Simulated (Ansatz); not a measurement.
Zr₂N under pressure

Computed with DFT r2SCAN, scalar-relativistic, plane waves, PAW (Ansatz 0.2.0). (500 eV cutoff, 8×8×10 k-mesh, Gaussian smearing of 0.10 eV, no spin polarisation)

Starting point, cell and atoms relaxed:

```xyz
6
Lattice="5.4171 0.0000 0.0000 0.0000 5.4171 0.0000 0.0000 0.0000 3.3004" Properties=species:S:1:pos:R:3 pbc="T T T"
Zr    1.6065    1.6065    0.0000
Zr    3.8105    3.8105    0.0000
Zr    4.3151    1.1020    1.6502
Zr    1.1020    4.3151    1.6502
N     0.0000    0.0000    0.0000
N     2.7085    2.7085    1.6502
```

Cell and atoms are relaxed at each pressure within the symmetry of the start, at zero temperature, so transitions that lower the symmetry aren't seen. The k-mesh given is that at zero pressure and may differ at others.

Q: Give the structure at 30 GPa.

A:
```xyz
6
Lattice="5.1830 0.0000 0.0000 0.0000 5.1830 0.0000 0.0000 0.0000 3.1740" Properties=species:S:1:pos:R:3 pbc="T T T"
Zr    1.5258    1.5258    0.0000
Zr    3.6573    3.6573    0.0000
Zr    4.1173    1.0657    1.5870
Zr    1.0657    4.1173    1.5870
N     0.0000    0.0000    0.0000
N     2.5915    2.5915    1.5870
```
It takes space group P4_2/mnm (No. 136, tetragonal). Conventional cell: a = 5.183 Å, b = 5.183 Å, c = 3.174 Å, α = 90.00°, β = 90.00°, γ = 90.00°. Zr (site symmetry m2m) is surrounded by 3 N at 2.16 to 2.19 Å. N (site symmetry mmm) has 6 Zr at 2.16 to 2.19 Å as nearest neighbours.